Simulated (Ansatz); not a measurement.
**Au(100) / 3 layers Pt(100) / Au(100): resistance against film thickness**

How does the resistance across the layers grow with the film in Au(100) / 3 layers Pt(100) / Au(100)?

Program: Ansatz 0.2.0. Level of theory: Ansatz plane-wave DFT, PBEsol, PAW files; ballistic transport by layer matching (Landauer), zero bias. Results are calculated unless marked as measured.

### Step 1. The structure

The cell holds 11 atoms: 8 Au and 3 Pt. Its edges and angles: a = 2.884 Å, b = 2.884 Å, c = 21.848 Å, α = 86.2°, β = 86.2°, γ = 90.0°. It derives from Au and Pt. Regions: lead, 8 atoms (8 Au); films, 3 atoms (3 Pt). The structure is stacked along c, and the current runs across the ab planes.

### Step 2. With 3 layers

The film is laid into the lead at the lead's in-plane lattice, and the cell closes on the lead's own image. The mesh across the current, 26×26, is finer than the density's, because channels open and close sharply across the zone. Energies from -1 to 1 eV in steps of 0.036 eV cover the slope of the Fermi function at 300 K, so the program can form a conductance.

The input, input.yaml:

```yaml
crystal:
  lattice:
    - [2.8837582304, 0.0, 0.0]
    - [0.0, 2.8837582304, 0.0]
    - [1.4418791152, 1.4418791152, 21.7530124784]
  atoms:
    - { symbol: Au, position: [0.9765650275, 0.9765650275, 0.0468699451] }
    - { symbol: Au, position: [0.4296950824, 0.4296950824, 0.1406098352] }
    - { symbol: Au, position: [0.8828251373, 0.8828251373, 0.2343497254] }
    - { symbol: Au, position: [0.3359551923, 0.3359551923, 0.3280896155] }
    - { symbol: Pt, position: [0.7916801465, 0.7916801465, 0.416639707] }
    - { symbol: Pt, position: [0.25, 0.25, 0.5] }
    - { symbol: Pt, position: [0.7083198535, 0.7083198535, 0.583360293] }
    - { symbol: Au, position: [0.1640448077, 0.1640448077, 0.6719103845] }
    - { symbol: Au, position: [0.6171748627, 0.6171748627, 0.7656502746] }
    - { symbol: Au, position: [0.0703049176, 0.0703049176, 0.8593901648] }
    - { symbol: Au, position: [0.5234349725, 0.5234349725, 0.9531300549] }
kpoints:
  mp_grid: { grid: [13, 13, 2] }
hamiltonian:
  xc: pbesol
scf:
  occupations: { method: fermi_dirac, width: 0.1 }
output:
  transmission: { leads: [[0, 1]], kmesh: [26, 26], e_range: [-1.0, 1.0], de: 0.036 }
  write_potential: true
  write_density: true
  volumetric_format: npy
  elf: true
```

The run is started by

```console
ansatz run input.yaml --threads 4 --pin off --max-ram 8192MiB --backend cpu --events-out ev --progress --plain --runs-dir out
```

Numbers of over 12 decimals in the logs are rounded to 6 here.

Output:

```text
Warning: crystal.symmetry: narrowed to the stabiliser of the k-point mesh — unitary ops 16 → 4; excluded 12 operations that carry a point of the 13×13×2 mesh (shift [0, 0, 0]) off the mesh (the run samples exactly the mesh kpoints.mp_grid names, as under crystal.symmetry.detect: false, and its converged state has the mesh's symmetry, not the crystal's; ε∞, the Born charges and the force constants of a linear response (`dielectric:` by the response, `phonons.method: dfpt`) are averaged over those of the crystal's operations that the state keeps within a tolerance, where `mesh_tensors`, `unaveraged_element` or `gamma_mean_max_change_ev_ang2` stands beside them; [rest of the remark cut]
Engine: ansatz 0.2.0, aarch64-unknown-linux-gnu
Pseudopotentials: kind: paw
Pseudopotential: Au, paw, valence charge 19, recommended cutoff 420 eV (normal), Au.paw.azcp
Pseudopotential: Pt, paw, valence charge 18, recommended cutoff 420 eV (normal), Pt.paw.azcp
Functional definition: PBEsol
  exchange = pbesol_x
  correlation = pbesol_c
Crystal: 11 atoms, lattice volume = 180.899 Å³
Basis set: ecut = 420 eV, 3525 PW (Γ)
Bands: 124, of which v1, the nominal top of the filled ones, is band 103 counted from 1 (102 counted from 0)
Symmetry: 4 space group operations
k-points: 98 of 338
Non-local potential: Au, projectors of the file, l = 0: 3, l = 1: 2, l = 2: 2, l = 3: 1
Non-local potential: Pt, projectors of the file, l = 0: 3, l = 1: 2, l = 2: 2, l = 3: 1
PAW form: soft (Blöchl's): semilocal exchange-correlation on the pseudo side does not see the compensation charge
PAW frozen core: Au, regenerated for the run's functional, and the local potential with it (the file was generated under x = pbe(κ = 0.804, μ = 0.219515), c = pbe(β = 0.066725))
PAW frozen core: Pt, regenerated for the run's functional, and the local potential with it (the file was generated under x = pbe(κ = 0.804, μ = 0.219515), c = pbe(β = 0.066725))
PAW one-centre angular grid: Au, 590 points (default); XC on 64 Gauss nodes
PAW one-centre angular grid: Pt, 590 points (default); XC on 64 Gauss nodes
Initial density: superposition of atomic densities (neutral atoms: chi_scale 0, normalization atom), corrected by the library's trained network
Initial wavefunctions: pseudopotential atomic-orbital guess
Functional: x = pbesol(κ = 0.804, μ = 0.123457), c = pbesol(β = 0.046)
SCF iter   1: F=—  HF=-141208.192682 eV  |F-HF|=—  |Δ(HF+E_count)|=         —  Δρ=6.93e-3  dr2=8.39e-2  ethr=1.77e-3  ⟨swp⟩=4.9  Hψ=37076  notcnv=0  defer=639
preconditioner: auto → Kerker (q_TF=auto, 2.788 Å⁻¹)  [metal: Δε(μ)=0.000 eV  Ē_g=10.214 eV  σ=0.100 eV  W_gap=0.00  n_scr=66 (ndim 8)  ℏωp=30.0 eV  f_vac=0.000  D(μ)=7.59/eV (n_scr^D=66)]
SCF iter   2: F=—  HF=-141208.183194 eV  |F-HF|=—  |Δ(HF+E_count)|=   9.49e-3  Δρ=3.47e-3  dr2=3.10e-2  ethr=4.07e-5  ⟨swp⟩=2.3  Hψ=18296  notcnv=0  defer=691
SCF iter   3: F=—  HF=-141208.177490 eV  |F-HF|=—  |Δ(HF+E_count)|=   5.70e-3  Δρ=6.13e-4  dr2=1.20e-2  ethr=1.50e-5  ⟨swp⟩=2.2  Hψ=15770  notcnv=0  defer=691
SCF iter   4: F=—  HF=-141208.177232 eV  |F-HF|=—  |Δ(HF+E_count)|=   2.58e-4  Δρ=1.54e-4  dr2=1.65e-3  ethr=5.84e-6  ⟨swp⟩=1.0  Hψ=11189  notcnv=0  defer=691
SCF iter   5: F=—  HF=-141208.177170 eV  |F-HF|=—  |Δ(HF+E_count)|=   6.20e-5  Δρ=8.06e-5  dr2=2.90e-4  ethr=8.02e-7  ⟨swp⟩=1.0  Hψ=11189  notcnv=0  defer=691
SCF iter   6: F=—  HF=-141208.177170 eV  |F-HF|=—  |Δ(HF+E_count)|=   5.61e-8  Δρ=3.52e-5  dr2=8.94e-6  ethr=1.41e-7  ⟨swp⟩=1.0  Hψ=11189  notcnv=0  defer=691
SCF iter   7: F=—  HF=-141208.177133 eV  |F-HF|=—  |Δ(HF+E_count)|=   3.62e-5  Δρ=9.03e-6  dr2=1.33e-6  ethr=4.34e-9  ⟨swp⟩=1.1  Hψ=11256  notcnv=0  defer=691
SCF iter   8: F=—  HF=-141208.177133 eV  |F-HF|=—  |Δ(HF+E_count)|=   1.11e-7  Δρ=3.69e-6  dr2=2.68e-7  ethr=6.46e-10  ⟨swp⟩=1.1  Hψ=11252  notcnv=0  defer=691
SCF iter   9: F=-141208.177133 eV  HF=-141208.177133 eV  |F-HF|=2.83e-8  |Δ(HF+E_count)|=   2.16e-8  Δρ=1.52e-6  dr2=3.01e-8  ethr=4.85e-11  ⟨swp⟩=8.3  Hψ=39615  notcnv=0
SCF 1 converged in 9 iterations: F = -141208.177133 eV  dr2 = 3.01e-8
  greatest PAW one-centre occupation: 1.001 electrons in one spin orbital (limit 2), on the Au atom at site 7 (counted from 0), in its partial waves of l = 0
transmission: 699 of 6954 steps passed
transmission: 1391 of 6954 steps passed
[...]
transmission: 6954 of 6954 steps passed
SCF converged after 9 iterations
Free energy (F): -141208.177133 eV
Harris-Foulkes:  -141208.177133 eV  (|F-HF|=2.83e-8)
Internal energy: -141207.938897 eV  (E = F + TS)
E sigma→0 (E₀):  -141208.058015 eV
Entropy (-TS):   -0.238236 eV (-21.658 meV/atom)
Fermi energy:    21.205475 eV
--- Per-component energies (eV) ---
  E_band       = -2065.115712
  E_kinetic    = 6752.044165
  E_local      = -18194.741471  (includes V_loc(G=0)·N_el)
  E_nonlocal   = 1230.322292
  E_hartree    = 7516.634710
  E_xc         = -2594.423712
  E_vxc        = -3105.112097  (∫ρ·V_xc dr)
  E_paw        = -104474.464255  (= ΣΔE_a)
  E_vpaw       = -3780.911264  (= ΣTr[D̂ρ^β])
  E_aug_tail   = 0.012126  (compensation charges beyond the density's cutoff)
  E_ewald      = -31446.659529
  E_core_change = 3.336776  (= ΣΔE_core)
  E_smearing   = -0.238236  (= −TS)
  E_closure    = -0.000000  (closes the sum)
  Σ components = -141208.177133   (vs F -141208.177133, Δ=0.00e0)
--- Band table (eV; the first three rows and the last of 98) ---
  k-point 0: bands = [... 99 lower, 19.4212, 19.6629, 19.8026, 19.8027, 19.9728, 20.2936, 21.0491, 21.1547, ... 17 higher]
  k-point 1: bands = [... 99 lower, 19.4066, 19.7726, 19.7727, 19.9517, 20.2936, 20.7666, 20.8379, 21.0491, ... 17 higher]
  k-point 2: bands = [... 99 lower, 19.4471, 19.8128, 19.9128, 20.1433, 20.2326, 20.4244, 20.6884, 21.0176, ... 17 higher]
  k-point 97: bands = [... 99 lower, 22.2679, 22.3511, 22.5805, 23.9585, 24.1307, 24.2635, 24.4233, 25.5806, ... 17 higher]
--- Transmission ---
  basis      : 69 plane waves across, 38 finite elements along
  points     : 183, standing for a mesh of 26 x 26
  filling    : by the input's occupations and mesh, since the crystals that have channels conduct as metals do. If one of these is a semiconductor, that mesh has misplaced its level
  energies   : 56 from -1.000000 to 0.980000 eV about the Fermi level, 0.036000 eV apart; the leads are filled to 0.000000 eV, and channels, transmission and decay are at 0.008000 eV
  crystal 0  : Au1, at the sites [0, 1], period 2.0391 Å, over 16.31 Å; its Hamiltonian steps by up to 9.6 meV
    offset         : up to 0.0000 Å between an atom of the period and one for which it stands
    filled         : 21.4 meV over the level at which it is neutral
    channels       : 9.541420e-1 a spin
    conductance    : 8.8437e14 S/m² at 300 K; may be off by some 0.0 % by where its bands' edges are placed, 4.9 % from the k-mesh, 0.5 % from the distance to neutral
    slowest decay  : 0.0696 /Å at (0.5000, 0.2308)
  junction   : crystal 0 to crystal 0, 0.70 to 20.41 Å
    transmission   : 6.359554e-1 a spin
    conductance    : 5.9017e14 S/m² at 300 K (5.9975e14 on every other point, 5.9079e14 on every other energy)
    error estimate : 0.1 % from the energy spacing and 0.0 % from band edges of the leads and from resonances (wavevectors taken as independent; lower de), 5.2 % from the k-mesh, 5.4 % from the steps of its leads' Hamiltonians or their offsets (lay more layers), 2.3 % from the distance to neutral
    resistance     : 5.6370e-4 Ω µm² beyond half of each lead's own
```

Run time: 4 min. Hardware: 4 threads of Arm Neoverse V2, shared host; peak memory 1.7 GiB; 15 min of CPU time.

The column dr2 measures how far the density is from self-consistency, as an energy; F and HF (Harris–Foulkes) agree once it is small.

This step gave:

| Quantity | Value |
| --- | --- |
| free energy | -141208.1771 eV |
| energy at zero smearing | -141208.0580 eV |
| Fermi energy | 21.21 eV |
| cell area | 8.316 Å² |
| step of the lead's potential | 9.6 meV |
| ballistic conductance of the lead | 8.84e14 S/m² |
| estimated errors of the lead's conductance | 0, 4.9, 0.5 % (band edges, k-mesh, distance from neutral) |
| lead conductance per cell | 0.9492 G₀ |
| conductance of the junction | 5.90e14 S/m² |
| junction conductance per cell | 0.6334 G₀ |
| estimated errors of the junction's conductance | 0.1, 0, 5.2, 5.4, 2.3 % (energy step, band edges, k-mesh, leads' steps, distance from neutral) |
| area resistance that the stack adds (contact term taken off, spin by spin) | 0.5637 fΩ m² |

Per spin. The transmission, zone mean by energy, zero at the Fermi level:

```
energy (eV)  transmission, zone mean
     -1.000                    0.472
     -0.928                    0.513
     -0.856                    0.554
     -0.784                    0.558
     -0.712                    0.603
     -0.676                    0.623
     -0.604                    0.639
     -0.568                    0.643
     -0.532                    0.638
     -0.460                    0.643
     -0.388                    0.631
     -0.316                    0.570
     -0.244                    0.528
     -0.172                    0.546
     -0.100                    0.580
     -0.028                    0.598
      0.008                    0.636
      0.080                    0.717
      0.152                    0.768
      0.224                    0.807
      0.296                    0.823
      0.368                    0.813
      0.440                    0.821
      0.512                    0.829
      0.584                    0.842
      0.656                    0.857
      0.692                    0.864
      0.764                    0.879
      0.836                    0.881
      0.908                    0.894
      0.980                    0.904
```

Per spin. The open channels, zone mean, lead by energy, zero at the Fermi level:

```
energy (eV)  open channels, zone mean, lead
     -1.000                           0.818
     -0.964                           0.842
     -0.892                           0.842
     -0.856                           0.842
     -0.784                           0.836
     -0.748                           0.848
     -0.676                           0.871
     -0.640                           0.877
     -0.568                           0.889
     -0.532                           0.901
     -0.460                           0.901
     -0.424                           0.913
     -0.352                           0.913
     -0.316                           0.913
     -0.244                           0.907
     -0.208                           0.919
     -0.136                           0.930
     -0.100                           0.930
     -0.028                           0.942
      0.008                           0.954
      0.080                           0.966
      0.116                           0.966
      0.188                           0.978
      0.224                           0.978
      0.296                           0.996
      0.332                           0.996
      0.404                           0.978
      0.440                            1.00
      0.512                           0.978
      0.548                           0.990
      0.620                            1.00
      0.656                            1.00
      0.728                            1.03
      0.764                            1.03
      0.836                            1.01
      0.872                            1.03
      0.944                            1.03
      0.980                            1.04
```

Transmission over k1 and k2. At 0.0080 eV from the Fermi level.

Values, 12 rows by 16 columns, each cell a mean:
```
0.00 0.41 0.54 0.44 0.18 0.29 0.42 0.56 0.79 0.50 0.38 0.21 0.25 0.51 0.54 0.21
0.01 0.75 0.89 0.94 0.96 0.98 0.97 0.84 0.91 0.92 0.98 0.98 0.96 0.92 0.91 0.39
0.01 0.45 0.95 0.98 0.99 0.93 0.78 0.36 0.71 0.51 0.88 0.96 0.99 0.97 0.83 0.21
0.05 0.33 0.98 0.98 0.90 0.73 0.46 0.44 0.88 0.27 0.63 0.81 0.94 0.99 0.80 0.17
0.07 0.57 0.98 0.86 0.54 0.37 0.83 0.83 0.93 0.84 0.69 0.34 0.67 0.94 0.90 0.33
0.19 0.84 0.95 0.60 0.69 0.80 0.89 0.95 0.93 0.95 0.84 0.77 0.64 0.73 0.97 0.66
0.06 0.71 0.94 0.50 0.38 0.38 0.81 0.96 0.94 0.95 0.62 0.36 0.40 0.68 0.95 0.41
0.07 0.48 0.98 0.96 0.78 0.64 0.69 0.60 0.90 0.52 0.79 0.60 0.87 0.98 0.86 0.27
0.03 0.27 0.97 0.98 0.97 0.83 0.54 0.39 0.81 0.33 0.67 0.92 0.98 0.98 0.78 0.12
0.00 0.66 0.92 0.96 0.98 0.98 0.91 0.52 0.75 0.71 0.96 0.98 0.98 0.94 0.90 0.33
0.01 0.75 0.93 0.87 0.65 0.73 0.84 0.94 0.96 0.90 0.81 0.67 0.71 0.93 0.94 0.40
0.00 0.06 0.09 0.06 0.04 0.09 0.13 0.13 0.35 0.13 0.12 0.07 0.05 0.07 0.09 0.03
```
Columns: k1 (b1) from -0.5 to 0.462; rows upwards: k2 (b2) from -0.5 to 0.462.

Open channels over k1 and k2. At 0.0080 eV from the Fermi level.

Ten even steps from '_' (0.00) to '@' (2.00):
```
____++++++++++++++++++++++++++++++++++++++++++++++__
__++++++++++++++++++++++++++++++++++++++++++++++++++
__++++++++++++++++++++++++++++++++++++++++++++++++++
__++++++++++++++++++++++++++++++++++++++++++++++++++
__++++++++++++++++++++++++++++++++++++++++++++++++++
__++++++++++++++++++++++++++++++++++++++++++++++++++
__++++++++++++++++++++++++++++++++++++++++++++++++++
@@++++++++++++++++++++++++++++++++++++++++++++++++++
@@++++++++++++++++++++++++++++++++++++++++++++++++++
@@++++++++++++++++++++++++++++++++++++++++++++++++++
__++++++++++++++++++++++++++++++++++++++++++++++++++
__++++++++++++++++++++++++++++++++++++++++++++++++++
__++++++++++++++++++++++++++++++++++++++++++++++++++
__++++++++++++++++++++++++++++++++++++++++++++++++++
__++++++++++++++++++++++++++++++++++++++++++++++++++
@@++++++++++++++++++++++++++++++++++++++++++++++++++
@@++++++++++++++++++++++++++++++++++++++++++++++++++
@@++++++++++++++++++++++++++++++++++++++++++++++++++
__++++++++++++++++++++++++++++++++++++++++++++++++++
__++++++++++++++++++++++++++++++++++++++++++++++++++
__++++++++++++++++++++++++++++++++++++++++++++++++++
__++++++++++++++++++++++++++++++++++++++++++++++++++
__++++++++++++++++++++++++++++++++++++++++++++++++++
__++++++++++++++++++++++++++++++++++++++++++++++++++
____++++++++++++++++++++++++++++++++++++++++++++++__
________________@@@@@@__________@@@@@@______________
```
Columns: k1 (b1) from -0.5 to 0.462; rows upwards: k2 (b2) from -0.5 to 0.462.

Valence density in the ca plane at fractional y = 0.070, with atoms of Au within 0.2 Å of it. It is the smooth field of the valence electrons, not physical close to the nuclei.

Values in units of 1e0 e/Å³, 5 rows by 16 columns, each cell a mean:
```
3.6 5.5 0.3 0.2 2.3 4.0 0.3 0.2 0.9 1.1 0.4 0.4 0.4 0.3 1.3 0.6
0.7 1.0 0.3 0.3 0.8 1.6 0.3 0.3 0.7 1.0 0.3 0.3 0.5 0.3 0.3 0.2
0.2 0.3 0.4 0.5 0.3 0.3 0.6 1.3 0.3 0.4 1.3 1.2 0.3 0.3 1.3 0.5
1.0 1.2 0.3 0.4 0.3 0.3 0.7 1.7 0.3 0.3 3.2 3.1 0.2 0.5 6.9 2.3
4.2 5.7 0.3 0.2 1.2 1.9 0.4 0.5 0.4 0.4 1.6 1.7 0.3 0.5 6.9 2.6
```
Columns run along c (16.0 Å, from fractional 0.01 to 0.74 of the cell), rows up along a (2.9 Å).

Electrostatic potential energy in the ca plane at fractional y = 0.070, with atoms of Au within 0.2 Å of it. With pseudopotentials it is smooth inside the atoms' cores, unlike the true potential.

Ten even steps from '0' (-30 eV) to '9' (24 eV), each cell a mean:
```
71001699999840027999999755799888999999853579
85114899999851137999999743699999988899998899
98768999999985568999999865799999998899999999
99999998889998899986789988998668999999988899
99999998889999999964469999985114899999743489
97668999889999999964469999983001799998400159
73114899999986689986679999984001799998300038
61001699999852248999899888997435899999510048
```
Columns run along c (16.0 Å, from fractional 0.01 to 0.74 of the cell; values clipped at the 3rd and 97th percentile), rows up along a (2.9 Å).

ELF in the ca plane at fractional y = 0.070, with atoms of Au within 0.2 Å of it. It is the smooth field of the valence electrons, not physical close to the nuclei.

Values, 5 rows by 16 columns, each cell a mean:
```
0.46 0.54 0.20 0.17 0.41 0.50 0.21 0.19 0.31 0.35 0.25 0.26 0.26 0.24 0.36 0.27
0.28 0.33 0.21 0.22 0.30 0.39 0.22 0.24 0.29 0.34 0.25 0.24 0.27 0.24 0.21 0.20
0.21 0.21 0.23 0.27 0.21 0.21 0.28 0.38 0.24 0.26 0.37 0.35 0.25 0.23 0.36 0.25
0.32 0.34 0.22 0.25 0.22 0.23 0.29 0.41 0.22 0.22 0.48 0.48 0.20 0.25 0.58 0.39
0.49 0.54 0.21 0.18 0.35 0.41 0.23 0.28 0.25 0.27 0.38 0.39 0.22 0.25 0.57 0.41
```
Columns run along c (16.0 Å, from fractional 0.01 to 0.74 of the cell), rows up along a (2.9 Å).

The lead's potential steps by 9.6 meV from period to period, small in itself. The program estimates the junction's conductance to 5.2 % from the k-mesh, 2.3 % from the leads' distance from neutral and 5.4 % from their steps.

By hand: 1/G − 1/G_lead = 1/0.5902 − 1/0.8844 = 0.564 fΩ m² with G in 10¹⁵ S/m².

[end of part 1 of 3]

[Logs are printed without paths, hosts, clocks, repeated set-up lines and the standing remarks that a program may print on its own settings, such as how far it seeks lower states.]

[Hosts, paths, dates, database ids (printed as entryN), source tags and the programs' standing remarks are cut or masked in the printed files.]
